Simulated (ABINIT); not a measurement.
# TePb (Fm-3m) in ABINIT: further runs

One crystal, TePb, is run at these levels: PBEsol, PBE; tasks: single point.

Program: ABINIT 10.8.3 (patched build). These are calculated values, not measurements. Logs are shortened: lines on timing, memory, paths and dates and some standing lists are left out, and cuts for length are marked. The log counts tension as positive stress, the text compression.

## Step 1: The structure

Symmetry: Fm-3m, No. 225, cubic system. Conventional cell: a = 6.462 Å, b = 6.462 Å, c = 6.462 Å, α = 90.00°, β = 90.00°, γ = 90.00°. Pb (site symmetry m-3m) has 6 Te at 3.23 Å as nearest neighbours. Te (site symmetry m-3m) has 6 Pb at 3.23 Å as nearest neighbours.

## Step 2: Single point, PBEsol

Input file run.abi:

```
# Pseudopotentials
pp_dirpath "./"
pseudos "Pb.upf, Te.upf"

# Structure
acell 3*1.0
rprim
     0.0000000000     6.1057051087     6.1057051087
     6.1057051087     0.0000000000     6.1057051087
     6.1057051087     6.1057051087     0.0000000000
ntypat 2
znucl 82 52
natom 2
typat 1 2
xred
     0.0000000000     0.0000000000     0.0000000000
     0.5000000000     0.5000000000     0.5000000000

# Plane-wave basis
ecut 34.0

# k points
kptopt 1
ngkpt 5 5 5
nshiftk 1
shiftk 0.0 0.0 0.0

# Exchange and correlation
ixc -116133

# Bands and occupations
nband 19
occopt 3
tsmear 0.05 eV

# SCF cycle
nstep 100
tolvrs 1.0e-10

# Output
iomode 3
prtwf 0
prteig 0
prtebands 0
enunit 1
prtden 1
prtvha 1
prtvclmb 1
prtpot 1
prtelf 1
```

Potentials or basis: PseudoDojo NC SR PBEsol v0.4.1 standard.

Run with:

```bash
abinit run.abi > log 2>&1
```

run.abo:

```text
.Version 10.8.3 of ABINIT
 Symmetries : space group Fm -3 m (#225); Bravais cF (face-center cubic)
================================================================================
 Values of the parameters that define the memory need of the present run
     intxc =       0    ionmov =       0      iscf =       7    lmnmax =       6
     lnmax =       6     mgfft =      48  mpssoang =       3    mqgrid =    3001
     natom =       2  nloc_mem =       1    nspden =       1   nspinor =       1
    nsppol =       1      nsym =      48    n1xccc =    2501    ntypat =       2
    occopt =       3   xclevel =       2
       mpw =        4330          nfft =      110592          nkpt =          10
================================================================================
================================================================================

--------------------------------------------------------------------------------
------------- Echo of variables that govern the present computation ------------
--------------------------------------------------------------------------------
 -outvars: echo values of preprocessed input variables --------
            acell      1.0000000000E+00  1.0000000000E+00  1.0000000000E+00 Bohr
              amu      2.07200000E+02  1.27600000E+02
             ecut      3.40000000E+01 Hartree
           enunit           1
              ixc     -116133
         kptrlatt        5    0    0      0    5    0      0    0    5
          kptrlen      4.31738549E+01
            natom           2
            nband          19
            ngfft          48      48      48
             nkpt          10
            nstep         100
             nsym          48
           ntypat           2
           occopt           3
        prtebands           0
           prteig           0
           prtelf           1
           prtpot           1
         prtvclmb           1
           prtvha           1
            prtwf           0
            rprim      0.0000000000E+00  6.1057051087E+00  6.1057051087E+00
                       6.1057051087E+00  0.0000000000E+00  6.1057051087E+00
                       6.1057051087E+00  6.1057051087E+00  0.0000000000E+00
          spgroup         225
           tolvrs      1.00000000E-10
           tsmear      1.83746611E-03 Hartree
            typat      1  2
           xangst      0.0000000000E+00  0.0000000000E+00  0.0000000000E+00
                       3.2309999978E+00  3.2309999978E+00  3.2309999978E+00
            xcart      0.0000000000E+00  0.0000000000E+00  0.0000000000E+00
                       6.1057051087E+00  6.1057051087E+00  6.1057051087E+00
             xred      0.0000000000E+00  0.0000000000E+00  0.0000000000E+00
                       5.0000000000E-01  5.0000000000E-01  5.0000000000E-01
            znucl       82.00000   52.00000

================================================================================

 chkinp: Checking input parameters for consistency.

================================================================================
== DATASET  1 ==================================================================

--- !DatasetInfo
iteration_state: {dtset: 1, }
dimensions: {natom: 2, nkpt: 10, mband: 19, nsppol: 1, nspinor: 1, nspden: 1, mpw: 4330, }
cutoff_energies: {ecut:  34.0, pawecutdg:  -1.0, }
electrons: {nelect:   3.00000000E+01, charge:   0.00000000E+00, occopt:   3.00000000E+00, tsmear:   1.83746611E-03, }
meta: {optdriver: 0, ionmov: 0, optcell: 0, iscf: 7, paral_kgb: 0, }
...

 Real(R)+Recip(G) space primitive vectors, cartesian coordinates (Bohr,Bohr^-1):
 R(1)=  0.0000000  6.1057051  6.1057051  G(1)= -0.0818906  0.0818906  0.0818906
 R(2)=  6.1057051  0.0000000  6.1057051  G(2)=  0.0818906 -0.0818906  0.0818906
 R(3)=  6.1057051  6.1057051  0.0000000  G(3)=  0.0818906  0.0818906 -0.0818906
 Unit cell volume ucvol=  4.5523691E+02 bohr^3
 Angles (23,13,12)=  6.00000000E+01  6.00000000E+01  6.00000000E+01 degrees

 getcut: wavevector=  0.0000  0.0000  0.0000  ngfft=  48  48  48
         ecut(hartree)=     34.000   => boxcut(ratio)=   2.11780

--- Pseudopotential description ------------------------------------------------
- pspini: atom type   1  psp file is ./Pb.upf
12 -116133 2 -1 1678                          pspcod,pspxc,lmax,lloc,mmax
     nproj     2     2     2

- pspini: atom type   2  psp file is ./Te.upf
12 -116133 2 -1 1294                          pspcod,pspxc,lmax,lloc,mmax
     nproj     2     2     2

   2.43460631E+03                                ecore*ucvol(ha*bohr**3)
--------------------------------------------------------------------------------

================================================================================

--- !BeginCycle
iteration_state: {dtset: 1, }
solver: {iscf: 7, nstep: 100, nline: 4, wfoptalg: 0, }
tolerances: {tolvrs: 1.00E-10, }
...

     iter   Etot(hartree)      deltaE(h)  residm     vres2
 ETOT  1  -174.61460267238    -1.746E+02 3.706E-01 6.318E+01
 ETOT  2  -174.97307913813    -3.585E-01 1.275E-02 1.405E+01
 ETOT  3  -174.97547992154    -2.401E-03 2.038E-04 9.300E-01
 ETOT  4  -174.97560854979    -1.286E-04 1.104E-04 1.231E-02
 ETOT  5  -174.97560923484    -6.851E-07 1.828E-05 5.685E-04
 ETOT  6  -174.97560926732    -3.248E-08 1.363E-05 7.436E-06
 ETOT  7  -174.97560926856    -1.236E-09 2.510E-06 2.775E-07
 ETOT  8  -174.97560926861    -4.846E-11 1.857E-06 4.509E-09
 ETOT  9  -174.97560926862    -1.029E-11 3.580E-07 8.886E-10
 ETOT 10  -174.97560926861     7.532E-12 2.720E-07 2.218E-12

 At SCF step   10       vres2   =  2.22E-12 < tolvrs=  1.00E-10 =>converged.

 Compute ELF
--------------------------------------------------------------------------------

 Compute kinetic energy density

 Compute gradient of the electron density
 Electron Localization Function (ELF) [min:0;max:1]
)     Maximum=    6.7058E-01  at reduced coord.    0.4167    0.4375    0.8333
)     Minimum=    0.0000E+00  at reduced coord.    0.5000    0.5000    0.5000
   Integrated=    1.3387E+02

--------------------------------------------------------------------------------
 End of ELF section

 Cartesian components of stress tensor (hartree/bohr^3)
  sigma(1 1)=  2.21146270E-05  sigma(3 2)=  0.00000000E+00
  sigma(2 2)=  2.21146270E-05  sigma(3 1)=  0.00000000E+00
  sigma(3 3)=  2.21146270E-05  sigma(2 1)=  0.00000000E+00

--- !ResultsGS
iteration_state: {dtset: 1, }
comment   : Summary of ground state results
lattice_vectors:
- [  0.0000000,   6.1057051,   6.1057051, ]
- [  6.1057051,   0.0000000,   6.1057051, ]
- [  6.1057051,   6.1057051,   0.0000000, ]
lattice_lengths: [   8.63477,    8.63477,    8.63477, ]
lattice_angles: [ 60.000,  60.000,  60.000, ] # degrees, (23, 13, 12)
lattice_volume:   4.5523691E+02
convergence: {deltae:  7.532E-12, res2:  2.218E-12, residm:  2.720E-07, diffor: null, }
etotal    :  -1.74975609E+02
entropy   :   0.00000000E+00
fermie    :   1.63542594E-01
cartesian_stress_tensor: # hartree/bohr^3
- [  2.21146270E-05,   0.00000000E+00,   0.00000000E+00, ]
- [  0.00000000E+00,   2.21146270E-05,   0.00000000E+00, ]
- [  0.00000000E+00,   0.00000000E+00,   2.21146270E-05, ]
pressure_GPa:  -6.5063E-01
xred      :
- [  0.0000E+00,   0.0000E+00,   0.0000E+00, Pb]
- [  5.0000E-01,   5.0000E-01,   5.0000E-01, Te]
cartesian_forces: # hartree/bohr
- [ -0.00000000E+00,  -0.00000000E+00,  -0.00000000E+00, ]
- [ -0.00000000E+00,  -0.00000000E+00,  -0.00000000E+00, ]
force_length_stats: {min:   0.00000000E+00, max:   0.00000000E+00, mean:   0.00000000E+00, }
...

 Integrated electronic density in atomic spheres:
 ------------------------------------------------
 Atom  Sphere_radius  Integrated_density
    1        2.00000         10.05599749
    2        2.00000         11.95044829
================================================================================

 ----iterations are completed or convergence reached----

 Mean square residual over all n,k,spin=   15.975E-10; max=  27.204E-08
 reduced coordinates (array xred) for    2 atoms
       0.000000000000      0.000000000000      0.000000000000
       0.500000000000      0.500000000000      0.500000000000
 rms dE/dt=  0.0000E+00; max dE/dt=  0.0000E+00; dE/dt below (all hartree)
    1       0.000000000000      0.000000000000      0.000000000000
    2       0.000000000000      0.000000000000      0.000000000000

 cartesian coordinates (angstrom) at end:
    1      0.00000000000000     0.00000000000000     0.00000000000000
    2      3.23099999782612     3.23099999782612     3.23099999782612

 cartesian forces (hartree/bohr) at end:
    1     -0.00000000000000    -0.00000000000000    -0.00000000000000
    2     -0.00000000000000    -0.00000000000000    -0.00000000000000
 frms,max,avg= 0.0000000E+00 0.0000000E+00   0.000E+00  0.000E+00  0.000E+00 h/b

 cartesian forces (eV/Angstrom) at end:
    1     -0.00000000000000    -0.00000000000000    -0.00000000000000
    2     -0.00000000000000    -0.00000000000000    -0.00000000000000
 frms,max,avg= 0.0000000E+00 0.0000000E+00   0.000E+00  0.000E+00  0.000E+00 e/A
 length scales=  1.000000000000  1.000000000000  1.000000000000 bohr
              =  0.529177210544  0.529177210544  0.529177210544 angstroms
 Fermi (or HOMO) energy (eV) =   4.45022   Average Vxc (eV)=  -9.93809
 Eigenvalues (   eV  ) for nkpt=  10  k points:
 kpt#   1, nband= 19, wtk=  0.00800, kpt=  0.0000  0.0000  0.0000 (reduced coord)
 -32.12236  -32.12236  -32.11708  -32.11708  -32.11708  -12.61676  -12.61676  -12.60728
 -12.60728  -12.60728   -8.02308   -1.61411    2.69009    2.69009    2.69009    8.09783
   8.09783    8.09783    9.80397
 prteigrs : prtvol=0 or 1, do not print more k-points.

--- !EnergyTerms
iteration_state     : {dtset: 1, }
comment             : Components of total free energy in Hartree
kinetic             :  9.13691130117931E+01
hartree             :  4.08710949360607E+01
xc                  : -4.41885179455828E+01
Ewald energy        : -1.04842845516014E+02
psp_core            :  5.34799844550614E+00
local_psp           : -1.19590579700656E+02
non_local_psp       : -4.39418724120240E+01
internal            : -1.74975609180917E+02
'-kT*entropy'       : -8.76939437917513E-08
total_energy        : -1.74975609268611E+02
total_energy_eV     : -4.76132888743404E+03
band_energy         : -1.67557510768425E+01
...

 Cartesian components of stress tensor (hartree/bohr^3)
  sigma(1 1)=  2.21146270E-05  sigma(3 2)=  0.00000000E+00
  sigma(2 2)=  2.21146270E-05  sigma(3 1)=  0.00000000E+00
  sigma(3 3)=  2.21146270E-05  sigma(2 1)=  0.00000000E+00

-Cartesian components of stress tensor (GPa)         [Pressure= -6.5063E-01 GPa]
- sigma(1 1)=  6.50634789E-01  sigma(3 2)=  0.00000000E+00
- sigma(2 2)=  6.50634789E-01  sigma(3 1)=  0.00000000E+00
- sigma(3 3)=  6.50634789E-01  sigma(2 1)=  0.00000000E+00

== END DATASET(S) ==============================================================
================================================================================

 -outvars: echo values of variables after computation  --------
            acell      1.0000000000E+00  1.0000000000E+00  1.0000000000E+00 Bohr
           etotal     -1.7497560927E+02
            fcart     -0.0000000000E+00 -0.0000000000E+00 -0.0000000000E+00
                      -0.0000000000E+00 -0.0000000000E+00 -0.0000000000E+00
            rprim      0.0000000000E+00  6.1057051087E+00  6.1057051087E+00
                       6.1057051087E+00  0.0000000000E+00  6.1057051087E+00
                       6.1057051087E+00  6.1057051087E+00  0.0000000000E+00
           strten      2.2114626989E-05  2.2114626989E-05  2.2114626989E-05
                       0.0000000000E+00  0.0000000000E+00  0.0000000000E+00
           xangst      0.0000000000E+00  0.0000000000E+00  0.0000000000E+00
                       3.2309999978E+00  3.2309999978E+00  3.2309999978E+00
             xred      0.0000000000E+00  0.0000000000E+00  0.0000000000E+00
                       5.0000000000E-01  5.0000000000E-01  5.0000000000E-01
 Calculation completed.
```

Wall time 30 s (1 thread of Arm Neoverse V1, shared host); peak memory 0.1 GiB.

Results:

| Property | Result |
| --- | --- |
| Free energy | -4761.3289 eV |
| Pressure | -0.7 GPa |
| Valence electrons inside the program's atomic spheres | Pb 10.06; Te 11.95 |

Caveat: this odd mesh misses L, where the gap lies, so gap, dielectric constants and Born charges aren't listed. The run has no spin-orbit coupling, so splittings on Pb, Te are missing.

## Step 3: Single point, PBE

Edit run.abi of step 2 so:

```diff
@@ -1,2 +1 @@
-# Pseudopotentials
 pp_dirpath "./"
@@ -4,3 +3,2 @@
 
-# Structure
 acell 3*1.0
@@ -18,6 +16,4 @@
 
-# Plane-wave basis
-ecut 34.0
+ecut 40.0
 
-# k points
 kptopt 1
@@ -27,6 +23,4 @@
 
-# Exchange and correlation
-ixc -116133
+ixc 11
 
-# Bands and occupations
 nband 19
@@ -35,3 +29,2 @@
 
-# SCF cycle
 nstep 100
@@ -39,3 +32,2 @@
 
-# Output
 iomode 3
@@ -45,2 +37,3 @@
 enunit 1
+prtvol 2
 prtden 1
```

Potentials or basis: PseudoDojo NC SR PBE v0.4.1 standard.

Run with:

```bash
abinit run.abi > log 2>&1
```

Run time: 37 s. Hardware: 1 thread of Arm Neoverse V1, shared host; peak memory 0.1 GiB.

The run converged. Its results:

- Free energy: -4769.3535 eV
- Pressure: 2.1 GPa
- Valence electrons inside the program's atomic spheres: Pb 10.06; Te 11.95

Levels at points of the mesh, in eV from the Fermi level:
| k point | band 11 | band 12 | band 13 | band 14 | band 15 | band 16 | band 17 | band 18 | band 19 |
| --- | --- | --- | --- | --- | --- | --- | --- | --- | --- |
| (0.00, 0.00, 0.00) | -12.49 | -6.07 | -1.80 | -1.80 | -1.80 | 3.64 | 3.64 | 3.64 | 5.36 |

Caveat: this odd mesh misses L, where the gap lies, so gap, dielectric constants and Born charges aren't listed.

## Step 4: Single point, PBE

Input file run.abi:

```
# Pseudopotentials
pp_dirpath "./"
pseudos "Pb.upf, Te.upf"

# Structure
acell 8.6347709725 8.6347709725 8.6347709725
rprim
     0.0000000000     0.7071067812     0.7071067812
     0.7071067812     0.0000000000     0.7071067812
     0.7071067812     0.7071067812     0.0000000000
ntypat 2
znucl 82 52
natom 2
typat 1 2
xred
     0.0000000000     0.0000000000     0.0000000000
     0.5000000000     0.5000000000     0.5000000000

# Plane-wave basis
ecut 34.0

# k points
kptopt 1
ngkpt 5 5 5
nshiftk 1
shiftk 0.0 0.0 0.0

# Exchange and correlation
ixc 11

# Bands and occupations
nband 19
occopt 3
tsmear 0.00183747

# SCF cycle
nstep 100
tolvrs 1.0e-10

# Output
iomode 3
prtwf 0
prteig 0
prtebands 0
enunit 2
prtden 1
prtvha 1
prtvclmb 1
prtpot 1
prtelf 1
```

Run with:

```bash
abinit run.abi > log 2>&1
```

Run time: 29 s. Hardware: 1 thread of Arm Neoverse V1, shared host; peak memory 0.1 GiB.

The run converged. Its results:

* Free energy: -4769.3483 eV
* Pressure: 1.9 GPa
* Valence electrons inside the program's atomic spheres: Pb 10.06; Te 11.95

Levels at points of the mesh, in eV from the Fermi level:
| k point | band 11 | band 12 | band 13 | band 14 | band 15 | band 16 | band 17 | band 18 | band 19 |
| --- | --- | --- | --- | --- | --- | --- | --- | --- | --- |
| (0.00, 0.00, 0.00) | -12.49 | -6.07 | -1.80 | -1.80 | -1.80 | 3.64 | 3.64 | 3.64 | 5.36 |

Caveat: this odd mesh misses L, where the gap lies, so gap, dielectric constants and Born charges aren't listed. Spin-orbit coupling is left out, which matters for the levels of Pb, Te.

## Step 5: Overview

```csv
level,potentials or basis,cutoff (eV),pressure (GPa)
PBEsol,PseudoDojo NC SR PBEsol v0.4.1 standard,925,-0.7
PBE,PseudoDojo NC SR PBE v0.4.1 standard,1088,2.1
PBE,PseudoDojo NC SR PBE v0.4.1 standard,925,1.9
```

Alike in all rows: task single point; no spin polarisation; cell as given; k mesh 5 × 5 × 5; smearing fermi-dirac 0.05 eV.

Absolute energies hang on the potentials; compare differences alone.
